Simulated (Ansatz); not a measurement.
MoSi2 and the effect of the functional

Space group P6_222 (No. 180). a = 4.585 Å, b = 4.585 Å, c = 6.580 Å, α = 90.00°, β = 90.00°, γ = 120.00°
| atom | site | symmetry | x | y | z |
| --- | --- | --- | --- | --- | --- |
| Mo | 3d | 222 | 0.5000 | 0.5000 | 0.8333 |
| Si | 6j | ..2 | 0.1639 | 0.3277 | 0.5000 |

Measurements of this composition are mostly on another form, of space group No. 139.

Kept alike: task band structure; k mesh 7 × 7 × 4; occupations fermi-dirac, width 0.05 eV; no spin polarisation. Program: Ansatz, Ansatz PAW. Cutoffs run from 420 to 500 eV. The mesh is that of the run's cell of 9 atoms. No spin-orbit coupling.

| functional | pressure (GPa) |
| --- | --- |
| LDA | -4.94 |
| PBEsol | -1.50 |
| r2SCAN | -0.24 |

Pressure is positive in compression, with a Pulay correction for the finite cutoff. All rows use potentials made for PBE.

**Question.** What does the functional change here?

**Answer.** The pressure runs from -4.94 (LDA) to -0.24 GPa (r2SCAN).
